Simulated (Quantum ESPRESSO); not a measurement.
# Bi (Im-3m) in Quantum ESPRESSO: further runs

Runs on Bi. Level: PBE. Tasks: single point, equation of state, optical spectrum.

Everything below comes from runs of Quantum ESPRESSO 7.5. Logs are shortened: lines on timing, memory, paths and dates and some standing lists are left out, and cuts for length are marked.

### Step 1. The structure

Symmetry: Im-3m, No. 229, cubic system. Conventional cell: a = 3.963 Å, b = 3.963 Å, c = 3.963 Å, α = 90.00°, β = 90.00°, γ = 90.00°. Around Bi (site symmetry m-3m) lie 8 Bi at 3.43 Å.

This isn't the form of Bi at room conditions, which is rhombohedral.

### Step 2. Single point, PBE, spin-orbit coupling, no magnetisation, 29.25 Å³/atom

Input file pw.in:

```
&CONTROL
  calculation = 'scf'
  prefix = 'pwscf'
  outdir = './tmp'
  pseudo_dir = './pseudo'
  tprnfor = .true.
  tstress = .true.
  disk_io = 'nowf'
/
&SYSTEM
  ibrav = 0
  nat = 1
  ntyp = 1
  ecutwfc = 50
  ecutrho = 502
  nbnd = 26
  occupations = 'smearing'
  smearing = 'gaussian'
  degauss = 0.00734986
  noncolin = .true.
  lspinorb = .true.
/
&ELECTRONS
  conv_thr = 2d-10
  electron_maxstep = 120
  mixing_beta = 0.5
/
ATOMIC_SPECIES
Bi   208.9804 Bi.upf
CELL_PARAMETERS angstrom
  -1.9409818243    1.9409818243    1.9409818243
   1.9409818243   -1.9409818243    1.9409818243
   1.9409818243    1.9409818243   -1.9409818243
ATOMIC_POSITIONS crystal
Bi     0.0000000000    0.0000000000    0.0000000000
K_POINTS automatic
9 9 9 0 0 0
```

Potentials or basis: PSlibrary FR USPP PBE.

Run with:

```bash
$ OMP_NUM_THREADS=1 pw.x -in pw.in > pw.out
```

pw.out:

```text
This program is part of the open-source Quantum ESPRESSO suite
     for quantum simulation of materials; please cite
         "P. Giannozzi et al., J. Phys.:Condens. Matter 21 395502 (2009);
         "P. Giannozzi et al., J. Phys.:Condens. Matter 29 465901 (2017);
         "P. Giannozzi et al., J. Chem. Phys. 152 154105 (2020);
     in publications or presentations arising from this work. More details at

     file Bi.upf: wavefunction(s)  5D 5D renormalized
     Message from routine setup:
     using ibrav=0 with symmetry is DISCOURAGED, use correct ibrav instead

     G-vector sticks info
     --------------------
     sticks:   dense  smooth     PW     G-vecs:    dense   smooth      PW
     Sum        1523     611    181                37479     9453    1601

     Using Slab Decomposition

     bravais-lattice index     =            0
     lattice parameter (alat)  =       6.3530  a.u.
     unit-cell volume          =     197.3881 (a.u.)^3
     number of atoms/cell      =            1
     number of atomic types    =            1
     number of electrons       =        15.00
     number of Kohn-Sham states=           26
     kinetic-energy cutoff     =      50.0000  Ry
     charge density cutoff     =     502.0000  Ry
     scf convergence threshold =      2.0E-10
     mixing beta               =       0.5000
     number of iterations used =            8  plain     mixing
     Exchange-correlation= PBE
                           (   1   4   3   4   0   0   0)
     Non magnetic calculation with spin-orbit

     celldm(1)=   6.353031  celldm(2)=   0.000000  celldm(3)=   0.000000
     celldm(4)=   0.000000  celldm(5)=   0.000000  celldm(6)=   0.000000

     crystal axes: (cart. coord. in units of alat)
               a(1) = (  -0.577350   0.577350   0.577350 )
               a(2) = (   0.577350  -0.577350   0.577350 )
               a(3) = (   0.577350   0.577350  -0.577350 )

     reciprocal axes: (cart. coord. in units 2 pi/alat)
               b(1) = ( -0.000000  0.866025  0.866025 )
               b(2) = (  0.866025 -0.000000  0.866025 )
               b(3) = (  0.866025  0.866025  0.000000 )

     PseudoPot. # 1 for Bi read from file:
     Bi.upf
     Pseudo is Ultrasoft + core correction, Zval = 15.0
     Generated using &quot;atomic&quot; code by A. Dal Corso  v.6.2.2
     Using radial grid of 1283 points, 10 beta functions with:
                l(1) =   0
                l(2) =   0
                l(3) =   1
                l(4) =   1
                l(5) =   1
                l(6) =   1
                l(7) =   2
                l(8) =   2
                l(9) =   2
               l(10) =   2
     Q(r) pseudized with 0 coefficients

     atomic species   valence    mass     pseudopotential
     Bi               15.00   208.98040     Bi( 1.00)

     48 Sym. Ops., with inversion, found

   Cartesian axes

     site n.     atom                  positions (alat units)
         1        Bi     tau(   1) = (   0.0000000   0.0000000   0.0000000  )

     number of k points=    35  Gaussian smearing, width (Ry)=  0.0073
                       cart. coord. in units 2pi/alat
        k(    1) = (   0.0000000   0.0000000   0.0000000), wk =   0.0013717
        k(    2) = (   0.0962250   0.0962250   0.0000000), wk =   0.0164609
        k(    3) = (   0.1924501   0.1924501   0.0000000), wk =   0.0164609
        k(    4) = (   0.2886751   0.2886751   0.0000000), wk =   0.0164609
        k(    5) = (   0.3849002   0.3849002   0.0000000), wk =   0.0164609
        k(    6) = (   0.1924501   0.0962250   0.0962250), wk =   0.0329218
[... 27 lines left out ...]
        k(   34) = (  -0.7698004  -0.0962250  -0.0962250), wk =   0.0109739
        k(   35) = (   0.0000000   0.0000000   0.7698004), wk =   0.0082305

     Dense  grid:    37479 G-vectors     FFT dimensions: (  45,  45,  45)

     Smooth grid:     9453 G-vectors     FFT dimensions: (  30,  30,  30)

     Initial potential from superposition of free atoms

     starting charge      14.9991, renormalised to      15.0000
     Starting wfcs are   18 randomized atomic wfcs +    8 random wfcs

     Self-consistent Calculation

     iteration #  1     ecut=    50.00 Ry     beta= 0.50
     Davidson diagonalization with overlap
     ethr =  1.00E-02,  avg # of iterations =  6.0

     Threshold (ethr) on eigenvalues was too large:
     Diagonalizing with lowered threshold

     Davidson diagonalization with overlap
     c_bands:  1 eigenvalues not converged
     ethr =  2.52E-05,  avg # of iterations =  7.5

     total energy              =    -154.78008191 Ry
     estimated scf accuracy    <       0.00366522 Ry

     iteration #  2     ecut=    50.00 Ry     beta= 0.50
     Davidson diagonalization with overlap
     ethr =  2.44E-05,  avg # of iterations =  1.0

     total energy              =    -154.78018558 Ry
     estimated scf accuracy    <       0.00056590 Ry
[... 26 lines left out ...]
     total energy              =    -154.78023095 Ry
     estimated scf accuracy    <          4.2E-09 Ry

     iteration #  7     ecut=    50.00 Ry     beta= 0.50
     Davidson diagonalization with overlap
     ethr =  2.82E-11,  avg # of iterations =  2.2

     End of self-consistent calculation

          k = 0.0000 0.0000 0.0000 (  1205 PWs)   bands (ev):

   -11.6482 -11.6482 -11.6482 -11.6482  -8.7522  -8.7522  -8.6407  -8.6407
    -8.6407  -8.6407  -0.9996  -0.9996  15.6327  15.6327  19.6307  19.6307
    19.6307  19.6307  22.9436  22.9436  23.8010  23.8010  23.8010  23.8010
    23.8010  23.8011

          k = 0.0962 0.0962 0.0000 (  1185 PWs)   bands (ev):

   -11.6465 -11.6465 -11.6400 -11.6400  -8.7398  -8.7398  -8.6463  -8.6463
    -8.6303  -8.6303  -0.7573  -0.7573  14.8218  14.8218  17.8457  17.8457
    19.0856  19.0856  22.0525  22.0525  22.7952  22.7952  23.4971  23.4971
    24.4111  24.4111
[... 85 lines left out ...]
          k = 0.3849 0.3849 0.1925 (  1173 PWs)   bands (ev):

   -11.6291 -11.6291 -11.5901 -11.5901  -8.6942  -8.6942  -8.6415  -8.6415
    -8.5502  -8.5502   2.4923   2.4923   8.0675   8.0675  12.2120  12.2120
    14.2357  14.2357  22.4591  22.4591  23.9525  23.9525  26.3495  26.3495
    27.6254  27.6254

          k =-0.0000-0.0000 0.1925 (  1181 PWs)   bands (ev):

   -11.6407 -11.6407 -11.6365 -11.6365  -8.7260  -8.7260  -8.6441  -8.6441
    -8.6308  -8.6308  -0.5164  -0.5164  14.2914  14.2914  16.9981  16.9981
    17.9373  17.9373  21.2999  21.2999  23.0757  23.0757  23.4677  23.4677
    24.8734  25.3056

          k = 0.3849 0.2887 0.2887 (  1177 PWs)   bands (ev):

   -11.6250 -11.6250 -11.5936 -11.5936  -8.6801  -8.6801  -8.6465  -8.6465
    -8.5620  -8.5620   2.4241   2.4241   8.7788   8.7788  11.4551  11.4551
    13.4848  13.4848  23.9707  23.9707  25.5569  25.5569  27.0727  27.0727
    27.7237  27.7238
[... 8 lines left out ...]
          k = 0.0000-0.0962 0.2887 (  1177 PWs)   bands (ev):

   -11.6360 -11.6360 -11.6189 -11.6189  -8.6976  -8.6976  -8.6536  -8.6536
    -8.6094  -8.6094   0.1933   0.1933  12.4200  12.4200  15.3027  15.3027
    16.8355  16.8355  20.5210  20.5210  22.5814  22.5814  22.8970  22.8970
    26.7666  26.7666

          k =-0.0000-0.1925 0.3849 (  1179 PWs)   bands (ev):

   -11.6325 -11.6325 -11.5991 -11.5991  -8.6950  -8.6950  -8.6451  -8.6451
    -8.5729  -8.5729   1.2944   1.2944   9.8406   9.8406  14.1605  14.1605
    16.0691  16.0691  20.5608  20.5608  22.1195  22.1195  22.3823  22.3823
    27.2734  27.2734

          k = 0.0962-0.0962 0.3849 (  1173 PWs)   bands (ev):

   -11.6288 -11.6288 -11.6041 -11.6041  -8.6815  -8.6815  -8.6458  -8.6458
    -8.5919  -8.5919   1.0938   1.0938  10.8335  10.8335  13.5423  13.5423
    16.1023  16.1023  20.0280  20.0280  21.7757  21.7757  24.9375  24.9375
    26.3593  26.3593
[... 8 lines left out ...]
          k = 0.0962-0.1925 0.4811 (  1181 PWs)   bands (ev):

   -11.6243 -11.6243 -11.5907 -11.5907  -8.6916  -8.6916  -8.6237  -8.6237
    -8.5663  -8.5663   2.2400   2.2400   8.9486   8.9486  12.2407  12.2407
    15.8397  15.8397  20.3826  20.3826  21.4399  21.4399  24.6704  24.6704
    25.1229  25.1229

          k =-0.7698-0.2887-0.2887 (  1177 PWs)   bands (ev):

   -11.6228 -11.6228 -11.5854 -11.5854  -8.6974  -8.6974  -8.6149  -8.6149
    -8.5538  -8.5538   2.9170   2.9170   7.9434   7.9434  11.8390  11.8390
    15.7312  15.7312  20.5393  20.5393  22.0835  22.0835  23.2083  23.2083
    24.7991  24.7991

          k =-0.6736-0.1925-0.2887 (  1184 PWs)   bands (ev):

   -11.6187 -11.6187 -11.5857 -11.5857  -8.6926  -8.6926  -8.5978  -8.5978
    -8.5706  -8.5706   3.0780   3.0780   8.6007   8.6007  10.3939  10.3939
    16.0989  16.0989  20.8815  20.8815  21.0791  21.0791  22.5968  22.5968
    28.3736  28.3739

          k = 0.3849 0.3849 0.3849 (  1178 PWs)   bands (ev):

   -11.6133 -11.6133 -11.5984 -11.5984  -8.6640  -8.6640  -8.6305  -8.6305
    -8.5863  -8.5863   2.9748   2.9748   8.9217   8.9217  10.8046  10.8046
    11.5259  11.5259  26.2846  26.2846  28.5219  28.5221  28.6566  28.6567
    29.4849  29.4907

          k = 0.0000 0.0000 0.3849 (  1188 PWs)   bands (ev):

   -11.6225 -11.6225 -11.6124 -11.6124  -8.6587  -8.6587  -8.6458  -8.6458
    -8.6223  -8.6223   0.8839   0.8839  11.9058  11.9058  14.0346  14.0346
    15.1279  15.1279  18.8662  18.8662  24.2603  24.2603  25.0537  25.0537
    26.1188  26.1189

          k =-0.0000-0.0962 0.4811 (  1177 PWs)   bands (ev):

   -11.6166 -11.6166 -11.5972 -11.5972  -8.6695  -8.6695  -8.6228  -8.6228
    -8.5922  -8.5922   1.9424   1.9424  10.2196  10.2196  12.9613  12.9613
    14.3151  14.3151  18.6112  18.6112  23.9366  23.9366  24.5815  24.5815
    24.7575  24.7575

          k = 0.0000-0.1925 0.5774 (  1177 PWs)   bands (ev):

   -11.6146 -11.6146 -11.5869 -11.5869  -8.6854  -8.6854  -8.6132  -8.6132
    -8.5568  -8.5568   2.9990   2.9990   8.5097   8.5097  12.4032  12.4032
    14.0330  14.0330  19.4767  19.4767  21.9969  21.9969  23.9054  23.9054
    24.2920  24.2920

          k = 0.0962-0.0962 0.5774 (  1180 PWs)   bands (ev):

   -11.6097 -11.6097 -11.5891 -11.5891  -8.6759  -8.6759  -8.6145  -8.6145
    -8.5611  -8.5611   2.9854   2.9854   9.3238   9.3238  11.5147  11.5147
    14.1576  14.1576  18.4153  18.4153  21.6955  21.6955  23.8463  23.8463
    27.6076  27.6076

          k =-0.7698-0.1925-0.1925 (  1178 PWs)   bands (ev):

   -11.6078 -11.6078 -11.5854 -11.5854  -8.6815  -8.6815  -8.6104  -8.6104
    -8.5457  -8.5457   3.5650   3.5650   8.7647   8.7647  10.8674  10.8674
    14.2792  14.2792  19.0564  19.0564  20.1079  20.1079  23.6240  23.6240
    27.6260  27.6260

          k =-0.0000-0.0000 0.5774 (  1176 PWs)   bands (ev):

   -11.6025 -11.6025 -11.5939 -11.5939  -8.6550  -8.6550  -8.6343  -8.6343
    -8.5584  -8.5584   2.9165   2.9165  10.1921  10.1921  12.0160  12.0160
    12.9151  12.9151  17.2693  17.2693  21.4585  21.4585  26.8558  26.8558
    27.4832  27.4833

          k = 0.0000-0.0962 0.6736 (  1180 PWs)   bands (ev):

   -11.5989 -11.5989 -11.5879 -11.5879  -8.6660  -8.6660  -8.6316  -8.6316
    -8.5236  -8.5236   3.8470   3.8470   9.3193   9.3193  11.5123  11.5123
    12.6005  12.6005  17.3836  17.3836  19.1903  19.1903  26.8236  26.8236
    27.4236  27.4236

          k =-0.7698-0.0962-0.0962 (  1201 PWs)   bands (ev):

   -11.5959 -11.5959 -11.5871 -11.5871  -8.6661  -8.6661  -8.6358  -8.6358
    -8.5069  -8.5069   4.2813   4.2813   9.3327   9.3327  10.9423  10.9423
    12.6188  12.6188  17.5410  17.5410  17.6802  17.6802  26.8426  26.8426
    29.7201  29.7202

          k = 0.0000 0.0000 0.7698 (  1188 PWs)   bands (ev):

   -11.5902 -11.5902 -11.5890 -11.5890  -8.6545  -8.6545  -8.6517  -8.6517
    -8.4895  -8.4895   4.6199   4.6199   9.4817   9.4817  11.4748  11.4748
    11.7247  11.7247  16.4876  16.4876  17.1535  17.1535  29.1523  29.1523
    29.7469  29.7470

     the Fermi energy is    12.6374 ev

!    total energy              =    -154.78023095 Ry
     estimated scf accuracy    <          1.5E-10 Ry
     smearing contrib. (-TS)   =      -0.00016791 Ry
     internal energy E=F+TS    =    -154.78006304 Ry

     The total energy is F=E-TS. E is the sum of the following terms:
     one-electron contribution =     -41.38545318 Ry
     hartree contribution      =      30.50693324 Ry
     xc contribution           =     -32.28152145 Ry
     ewald contribution        =    -111.62002165 Ry

     convergence has been achieved in   7 iterations

     Forces acting on atoms (cartesian axes, Ry/au):

     atom    1 type  1   force =     0.00000000    0.00000000    0.00000000

     Total force =     0.000000     Total SCF correction =     0.000000

     Computing stress (Cartesian axis) and pressure

          total   stress  (Ry/bohr**3)                   (kbar)     P=       58.86
   0.00040010   0.00000000   0.00000000           58.86        0.00        0.00
   0.00000000   0.00040010   0.00000000            0.00       58.86        0.00
   0.00000000   0.00000000   0.00040010            0.00        0.00       58.86

=------------------------------------------------------------------------------=
   JOB DONE.
=------------------------------------------------------------------------------=
```

Run time: 33 s. Hardware: 1 thread of AMD EPYC 7B13 (Zen 3), shared host; peak memory 0.45 GiB.

What came out:

```yaml
Free_energy: -2105.8923 eV
Pressure: 5.9 GPa
Band_gap_on_the_k_mesh: none (metal or under the smearing width)
```

### Step 3. Single point, PBE, spin-orbit coupling, no magnetisation, 29.87 Å³/atom

pw.in: that of step 2 with these lines changed.

```diff
@@ -30,5 +30,5 @@
 CELL_PARAMETERS angstrom
-  -1.9409818243    1.9409818243    1.9409818243
-   1.9409818243   -1.9409818243    1.9409818243
-   1.9409818243    1.9409818243   -1.9409818243
+  -1.9546511608    1.9546511608    1.9546511608
+   1.9546511608   -1.9546511608    1.9546511608
+   1.9546511608    1.9546511608   -1.9546511608
 ATOMIC_POSITIONS crystal
```

Potentials or basis: PSlibrary FR USPP PBE.

Run with:

```bash
$ OMP_NUM_THREADS=1 pw.x -in pw.in > pw.out
```

Wall time 34 s (1 thread of AMD EPYC 7B13 (Zen 3), shared host); peak memory 0.46 GiB.

Results (log left out):

```yaml
Free_energy: -2105.9147 eV
Pressure: 4.4 GPa
Band_gap_on_the_k_mesh: none (metal or under the smearing width)
```

### Step 4. Single point, PBE, spin-orbit coupling, no magnetisation, 30.49 Å³/atom

pw.in: that of step 3 with these lines changed.

```diff
@@ -30,5 +30,5 @@
 CELL_PARAMETERS angstrom
-  -1.9546511608    1.9546511608    1.9546511608
-   1.9546511608   -1.9546511608    1.9546511608
-   1.9546511608    1.9546511608   -1.9546511608
+  -1.9681319396    1.9681319396    1.9681319396
+   1.9681319396   -1.9681319396    1.9681319396
+   1.9681319396    1.9681319396   -1.9681319396
 ATOMIC_POSITIONS crystal
```

Run with:

```bash
$ OMP_NUM_THREADS=1 pw.x -in pw.in > pw.out
```

It took 34 s on 1 thread of AMD EPYC 7B13 (Zen 3), shared host; peak memory 0.47 GiB.

Results (log left out):

```yaml
Free_energy: -2105.9314 eV
Pressure: 3.0 GPa
Band_gap_on_the_k_mesh: none (metal or under the smearing width)
```

### Step 5. Single point, PBE, spin-orbit coupling, no magnetisation, 31.12 Å³/atom

pw.in: that of step 4 with these lines changed.

```diff
@@ -30,5 +30,5 @@
 CELL_PARAMETERS angstrom
-  -1.9681319396    1.9681319396    1.9681319396
-   1.9681319396   -1.9681319396    1.9681319396
-   1.9681319396    1.9681319396   -1.9681319396
+  -1.9814305318    1.9814305318    1.9814305318
+   1.9814305318   -1.9814305318    1.9814305318
+   1.9814305318    1.9814305318   -1.9814305318
 ATOMIC_POSITIONS crystal
```

Run with:

```bash
$ OMP_NUM_THREADS=1 pw.x -in pw.in > pw.out
```

It took 39 s on 1 thread of AMD EPYC 7B13 (Zen 3), shared host; peak memory 0.48 GiB.

Results (log left out):

```
Free energy            : -2105.9432 eV
Pressure               : 1.8 GPa
Band gap on the k mesh : none (metal or under the smearing width)
```

### Step 6. Single point, PBE, spin-orbit coupling, no magnetisation, 31.74 Å³/atom

pw.in: that of step 5 with these lines changed.

```diff
@@ -30,5 +30,5 @@
 CELL_PARAMETERS angstrom
-  -1.9814305318    1.9814305318    1.9814305318
-   1.9814305318   -1.9814305318    1.9814305318
-   1.9814305318    1.9814305318   -1.9814305318
+  -1.9945529707    1.9945529707    1.9945529707
+   1.9945529707   -1.9945529707    1.9945529707
+   1.9945529707    1.9945529707   -1.9945529707
 ATOMIC_POSITIONS crystal
```

Potentials or basis: PSlibrary FR USPP PBE.

Run with:

```bash
$ OMP_NUM_THREADS=1 pw.x -in pw.in > pw.out
```

Run time: 39 s. Hardware: 1 thread of AMD EPYC 7B13 (Zen 3), shared host; peak memory 0.49 GiB.

Results (log left out):

| Item | Value |
| --- | --- |
| Free energy | -2105.9504 eV |
| Pressure | 0.7 GPa |
| Band gap on the k mesh | none (metal or under the smearing width) |

### Step 7. Single point, PBE, spin-orbit coupling, no magnetisation, 32.36 Å³/atom

pw.in: that of step 6 with these lines changed.

```diff
@@ -30,5 +30,5 @@
 CELL_PARAMETERS angstrom
-  -1.9945529707    1.9945529707    1.9945529707
-   1.9945529707   -1.9945529707    1.9945529707
-   1.9945529707    1.9945529707   -1.9945529707
+  -2.0075049763    2.0075049763    2.0075049763
+   2.0075049763   -2.0075049763    2.0075049763
+   2.0075049763    2.0075049763   -2.0075049763
 ATOMIC_POSITIONS crystal
```

Run with:

```bash
$ OMP_NUM_THREADS=1 pw.x -in pw.in > pw.out
```

Wall time 39 s (1 thread of AMD EPYC 7B13 (Zen 3), shared host); peak memory 0.5 GiB.

The run converged. Its results:

```yaml
Free_energy: -2105.9537 eV
Pressure: -0.2 GPa
Band_gap_on_the_k_mesh: none (metal or under the smearing width)
```

### Step 8. Single point, PBE, spin-orbit coupling, no magnetisation, 32.98 Å³/atom

pw.in: that of step 7 with these lines changed.

```diff
@@ -30,5 +30,5 @@
 CELL_PARAMETERS angstrom
-  -2.0075049763    2.0075049763    2.0075049763
-   2.0075049763   -2.0075049763    2.0075049763
-   2.0075049763    2.0075049763   -2.0075049763
+  -2.0202919770    2.0202919770    2.0202919770
+   2.0202919770   -2.0202919770    2.0202919770
+   2.0202919770    2.0202919770   -2.0202919770
 ATOMIC_POSITIONS crystal
```

Run with:

```bash
$ OMP_NUM_THREADS=1 pw.x -in pw.in > pw.out
```

Wall time 40 s (1 thread of AMD EPYC 7B13 (Zen 3), shared host); peak memory 0.51 GiB.

It converged, with:

```yaml
Free_energy: -2105.9535 eV
Pressure: -1.1 GPa
Band_gap_on_the_k_mesh: none (metal or under the smearing width)
```

### Step 9. Equation of state, PBE, spin-orbit coupling, no magnetisation

Potentials or basis: PSlibrary FR USPP PBE.

No new run: the results of the series are fitted here.

Results:

| Property | Result |
| --- | --- |
| Equilibrium volume | 32.63 Å³/atom |
| Bulk modulus | 45 GPa |
| Pressure derivative of the bulk modulus | 5.2 |

Energy against volume, from the lowest point:
| volume (Å³/atom) | energy (meV/atom) |
| --- | --- |
| 29.250 | 61.37 |
| 29.872 | 38.97 |
| 30.495 | 22.26 |
| 31.117 | 10.46 |
| 31.739 | 3.31 |
| 32.362 | 0.00 |
| 32.984 | 0.22 |

[end of part 1 of 2]
